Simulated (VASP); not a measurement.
Mg3Sb2:

```
Sb Mg
1.0
     4.58200    0.00000    0.00000
    -2.29100    3.96813    0.00000
     0.00000    0.00000    7.24400
Sb Mg
2 3
Direct
  0.66667 0.33333 0.76500
  0.33333 0.66667 0.23500
  0.00000 0.00000 0.00000
  0.66667 0.33333 0.37000
  0.33333 0.66667 0.63000
```

Program: VASP 6.6.1. Alike in all runs: task band structure; potentials or basis VASP PAW PBE potentials, release 64 (Sb, Mg); cell as given; cutoff (eV) 520; smearing fermi-dirac 0.05 eV. Hardware: 1 thread of AMD EPYC 9R45 96-Core Processor (Zen 5) (shared host).

Task: Order these runs on this cell by their wall time, lowest first.
A. level PBEsol; spin SOC, no magnetisation; k mesh 5 × 5 × 3; further INCAR settings ALGO = Normal; EDIFF = 1e-06
B. level revPBE; spin off; k mesh 7 × 7 × 4; further INCAR settings ALGO = Normal; EDIFF = 1e-07
C. level RPBE; spin off; k mesh 7 × 7 × 4; further INCAR settings ALGO = Fast; EDIFF = 1e-06; NBANDS = 16

Result: B (64 s), C (140 s), A (310 s).

Runs at the PBE level aren't shown here.
